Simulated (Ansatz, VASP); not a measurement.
**MgS: VASP beside Ansatz**

Contents of POSCAR:

```
MgS
1.0
    4.2955415880      0.0000000000      0.0000000000
   -2.1477707940      3.7200481382      0.0000000000
    0.0000000000      0.0000000000      5.2850910748
Mg S
2 2
Direct
    0.3333333333      0.6666666667      0.2500000000
    0.6666666667      0.3333333333      0.7500000000
    0.6666666667      0.3333333333      0.2500000000
    0.3333333333      0.6666666667      0.7500000000
```

File INCAR.step1:

```
PREC     = Accurate       # precision mode
ENCUT    = 520            # plane-wave cutoff, eV
ISMEAR   = 0              # smearing method
SIGMA    = 0.01           # smearing width, eV
LREAL    = False          # projectors in reciprocal space
LASPH    = True           # aspherical terms in the spheres
NELM     = 60             # most SCF steps
NBANDS   = 16             # bands
GGA      = PE             # functional
ALGO     = Normal         # electronic algorithm
EDIFF    = 1E-4           # SCF threshold, eV
LWAVE    = True           # write WAVECAR
LCHARG   = False          # write CHGCAR
```

File INCAR.step2:

```
PREC     = Accurate       # precision mode
ENCUT    = 520            # plane-wave cutoff, eV
EDIFF    = 1E-6           # SCF threshold, eV
ISMEAR   = 0              # smearing method
SIGMA    = 0.01           # smearing width, eV
LREAL    = False          # projectors in reciprocal space
LASPH    = True           # aspherical terms in the spheres
NELM     = 60             # most SCF steps
ALGO     = Normal         # electronic algorithm
ISIF     = 2              # what is computed and relaxed
LWAVE    = False          # write WAVECAR
LCHARG   = False          # write CHGCAR
METAGGA  = R2SCAN         # meta-GGA
LMIXTAU  = True         
NBANDS   = 16             # bands
ISTART   = 1
```

File KPOINTS:

```
regular mesh
0
Gamma
  6 6 4
```

Input for Ansatz:

```yaml
crystal:
  lattice:
    - [4.295541588, 0.0, 0.0]
    - [-2.147770794, 3.7200481382, 0.0]
    - [0.0, 0.0, 5.2850910748]
  atoms:
    - { symbol: Mg, position: [0.3333333333, 0.6666666667, 0.25] }
    - { symbol: Mg, position: [0.6666666667, 0.3333333333, 0.75] }
    - { symbol: S, position: [0.6666666667, 0.3333333333, 0.25] }
    - { symbol: S, position: [0.3333333333, 0.6666666667, 0.75] }
kpoints:
  mp_grid: { grid: [6, 6, 4] }
hamiltonian:
  xc: r2scan
scf:
  occupations: { method: fixed }
output:
  optics:
    e_range: [0, 16]
    de: 0.05
    sigma: 0.1
    bands: { spectra_wanted_up_to: 16 }
  write_density: true
  write_potential: true
  elf: true
  volumetric_format: npy
```

Alike in both runs: task single point; functional r2SCAN; k mesh 6 × 6 × 4; no spin polarisation.

|  | VASP | Ansatz |
| --- | --- | --- |
| version | VASP 6.6.1 | Ansatz 0.2.0 |
| potentials or method | VASP PAW PBE potentials, release 64 (Mg, S) | plane waves, PAW |
| plane-wave cutoff (eV) | 520 | 500 |
| occupations | gaussian, width 0.01 eV | fixed |
| valence electrons in the cell | 16 | 32 |

VASP gave:

```
gap on the k mesh at the Fermi level (eV) : 3.63
```

Problem. What did Ansatz give for the same quantities?

Solution. gap on the k mesh at the Fermi level (eV): 3.65.

The two sets of potentials don't hold the same shells in valence.

Caveats: the PAW data sets were made with another functional, which shifts forces and pressure a little (VASP). r2SCAN opens gaps a little over a GGA but as a rule still falls short of measured ones. A k mesh can miss the band edges.
